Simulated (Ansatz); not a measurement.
# ZrS2: the cost of one run

Computed with Ansatz 0.2.0 (DFT PBE+D3(BJ), scalar-relativistic, plane waves, PAW, unless a step's input says otherwise).

That is the level of the relaxation; later steps name their own.

## (1) The starting structure

Symmetry: P-3m1, No. 164, trigonal system. Conventional cell: a = 3.635 Å, b = 3.635 Å, c = 5.720 Å, α = 90.00°, β = 90.00°, γ = 120.00°. Around Zr (site symmetry -3m) lie 6 S at 2.56 Å. S (site symmetry 3m) is surrounded by 3 Zr at 2.56 Å.

Structure file:

```cif
data_structure
_symmetry_space_group_name_H-M 'P-3m1'
_symmetry_Int_Tables_number 164
_cell_length_a 3.6351
_cell_length_b 3.6351
_cell_length_c 5.7204
_cell_angle_alpha 90.000
_cell_angle_beta 90.000
_cell_angle_gamma 120.000
_cell_volume 65.46
loop_
_atom_site_label
_atom_site_type_symbol
_atom_site_symmetry_multiplicity
_atom_site_Wyckoff_symbol
_atom_site_fract_x
_atom_site_fract_y
_atom_site_fract_z
_atom_site_occupancy
Zr1 Zr 1 a 0.00000 0.00000 0.00000 1
S1 S 2 d 0.66667 0.33333 0.74473 1
```

It goes back to an entry of the Materials Project.

This cell was relaxed beforehand with the same method: volume 21.82 Å³/atom, gap on the mesh 0.70 eV.

## (2) Levels with PBE+D3(BJ) on the hybrid's mesh

input.yaml reads:

```yaml
crystal:
  lattice:
    - [3.6351095455, 0.0, 0.0]
    - [-1.8175547727, 3.1480972119, 0.0]
    - [0.0, 0.0, 5.7204026551]
  atoms:
    - { symbol: Zr, position: [0.0, 0.0, 0.0] }
    - { symbol: S, position: [0.6666666667, 0.3333333333, 0.7447288759] }
    - { symbol: S, position: [0.3333333333, 0.6666666667, 0.2552711241] }
basis:
  ecutwfc: 420
kpoints:
  mp_grid: { grid: [6, 6, 4] }
  band_path:
    path:
      - [0.0, 0.0, 0.0]
      - [0.5, 0.0, 0.0]
      - [0.3333333333, 0.3333333333, 0.0]
      - [0.0, 0.0, 0.5]
      - [0.5, 0.0, 0.5]
      - [0.3333333333, 0.3333333333, 0.5]
      - [0.0, 0.5, 0.5]
    npoints: 1
hamiltonian:
  xc: pbe
  dispersion: d3bj
scf:
  occupations: { method: gaussian, width: 0.02 }
  n_extra_bands: 4
output:
  forces: true
  stress: true
  eigenvalues: true
```

Run with:

```sh
> ansatz run input.yaml --threads 2 --pin off --max-ram 5120MiB --backend cpu --events-out ev --progress --plain --runs-dir out
```

**Question.** How long does this run take on 2 threads of Arm Neoverse V1, shared host, and how much memory does it need?

About 1.1 s, with a peak of 0.32 GiB.
